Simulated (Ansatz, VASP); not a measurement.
# One calculation of AlN, two programs

```
CELL_PARAMETERS angstrom
3.08862 0.00000 0.00000
-1.54431 2.67482 0.00000
0.00000 0.00000 4.94358
ATOMIC_POSITIONS crystal
Al 0.31868 0.65594 0.00152
Al 0.68132 0.34406 0.50152
N 0.34641 0.67624 0.38348
N 0.65359 0.32376 0.88348
```

Change from the starting cell: mode 4 frozen in at -0.029 Å and mode 5 at -0.029 Å (largest displacements).

Alike in both runs: task single point; functional LDA; k mesh 9 × 9 × 6; occupations gaussian, width 0.05 eV; no spin polarisation.

|  | VASP | Ansatz |
| --- | --- | --- |
| version | VASP 6.6.1 | Ansatz 0.2.0 |
| potentials or method | VASP PAW LDA potentials, release 64 (Al, N) | scalar-relativistic, plane waves, PAW |
| plane-wave cutoff (eV) | 520 | 520 |
| valence electrons in the cell | 16 | 16 |

Ansatz gave:

| Property | Result |
| --- | --- |
| gap on the k mesh at the Fermi level (eV) | 4.40 |
| least direct gap on the mesh (eV) | 4.40 |
| pressure (GPa) | -0.1 |
| largest component of the traceless stress (GPa) | 0.18 |
| rms of the force components (eV/Å) | 0.106 |

Task: What did VASP give for the same quantities?

Result: gap on the k mesh at the Fermi level (eV): 4.40; least direct gap on the mesh (eV): 4.40; pressure (GPa): 0.6; largest component of the traceless stress (GPa): 0.17; rms of the force components (eV/Å): 0.106.

Atom by atom the forces differ by 0.001 eV/Å (rms over components). Ansatz warned: «pseudo_functional_mismatch».

Caveats: an odd mesh through Γ misses points on the zone boundary, where band edges often lie.
